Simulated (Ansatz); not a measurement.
LiCl (started from an entry of an open crystallographic database) was relaxed with 5 functionals in Ansatz 0.2.0, cell and atoms free, the symmetry of the start kept (meshes: PBE 8×8×8, r2SCAN 8×8×8, PBEsol 8×8×8, LDA 8×8×8, HSE06 6×6×6). Spin-unpolarised throughout; all numbers are computed.

The PBE result:
```cif
data_structure
_symmetry_space_group_name_H-M 'Fm-3m'
_symmetry_Int_Tables_number 225
_cell_length_a 5.1503
_cell_length_b 5.1503
_cell_length_c 5.1503
_cell_angle_alpha 90.000
_cell_angle_beta 90.000
_cell_angle_gamma 90.000
_cell_volume 136.61
loop_
_atom_site_label
_atom_site_type_symbol
_atom_site_symmetry_multiplicity
_atom_site_Wyckoff_symbol
_atom_site_fract_x
_atom_site_fract_y
_atom_site_fract_z
_atom_site_occupancy
Li1 Li 4 a 0.00000 0.00000 0.00000 1
Cl1 Cl 4 b 0.50000 0.00000 0.00000 1
```

Space group Fm-3m (No. 225), cubic; a = 5.150 Å in the conventional setting, 17.08 Å³ an atom. Li is surrounded by 6 Cl at 2.58 Å; Cl is surrounded by 6 Li at 2.58 Å.

Problem. What lattice does LDA give?

Solution. a = 4.965 Å; the volume differs by -10.4 % from PBE's. Li is surrounded by 6 Cl at 2.48 Å; Cl is surrounded by 6 Li at 2.48 Å.

Problem. How does the cell change with HSE06?

Solution. a = 5.114 Å; the volume differs by -2.1 % from PBE's. Li is surrounded by 6 Cl at 2.56 Å; Cl is surrounded by 6 Li at 2.56 Å.

Problem. Held at the r2SCAN cell, what mean stress do LDA and PBE find, and does its sign point to their own minimum?

Solution. Yes. LDA -2.97 GPa, and its relaxed volume is -8.4 % from r2SCAN's; PBE +0.75 GPa, and its relaxed volume is +2.3 % from r2SCAN's. Compression counts positive, so a positive stress asks for a larger cell.
